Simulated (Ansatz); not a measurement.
# Contact densities of AlN against volume

```yaml
crystal:
  lattice:
    - [3.11100, 0.00000, 0.00000]
    - [-1.55550, 2.69421, 0.00000]
    - [0.00000, 0.00000, 4.97800]
  atoms:
    - { symbol: Al, position: [0.33333, 0.66667, 0.00000] }
    - { symbol: Al, position: [0.66667, 0.33333, 0.50000] }
    - { symbol: N, position: [0.33333, 0.66667, 0.38500] }
    - { symbol: N, position: [0.66667, 0.33333, 0.88500] }
```

Atom numbers follow the list: Al1, Al2, N3, N4.

The cell is COD entry 9008860, as deposited and not checked against the literature; nothing was relaxed.

The calculation used Ansatz 0.2.0, DFT, PBE, all-electron PAW with datasets made for the crystal, scalar-relativistic.

Settings: a Γ-centred 11×11×6 k mesh, Fermi–Dirac smearing of 0.02 eV, cutoff 360 eV (chosen by the program for this cell), no spin polarisation.

The contact density is the mean electron density over the nuclear volume; its changes follow the s electrons' response to bonding and compression. Changes below are taken from the unscaled cell, where it is 10087.6 e/Å³ at Al1, 1412.89 e/Å³ at N3.

Volumes at which the program chose other datasets or cutoffs are left out.

```json
{"V/V(cell)": "0.9900", "P (GPa)": "6.1", "Δρ(0) Al1 (e/Å³)": "0.02", "Δρ(0) N3 (e/Å³)": "?"}
{"V/V(cell)": "1.0000", "P (GPa)": "3.9", "Δρ(0) Al1 (e/Å³)": "0.00", "Δρ(0) N3 (e/Å³)": "0.00"}
{"V/V(cell)": "1.0100", "P (GPa)": "1.9", "Δρ(0) Al1 (e/Å³)": "-0.02", "Δρ(0) N3 (e/Å³)": "?"}
{"V/V(cell)": "1.0200", "P (GPa)": "0.0", "Δρ(0) Al1 (e/Å³)": "-0.03", "Δρ(0) N3 (e/Å³)": "?"}
```

(1) What belongs in the row "1.0100", column "Δρ(0) N3 (e/Å³)"?

(2) Fill in "Δρ(0) N3 (e/Å³)" for the row "1.0200".

(3) What belongs in the row "0.9900", column "Δρ(0) N3 (e/Å³)"?

The datasets are made afresh for each cell, so very small changes are uncertain.

## Answers

(1) 0.04.

(2) 0.08.

(3) -0.04.
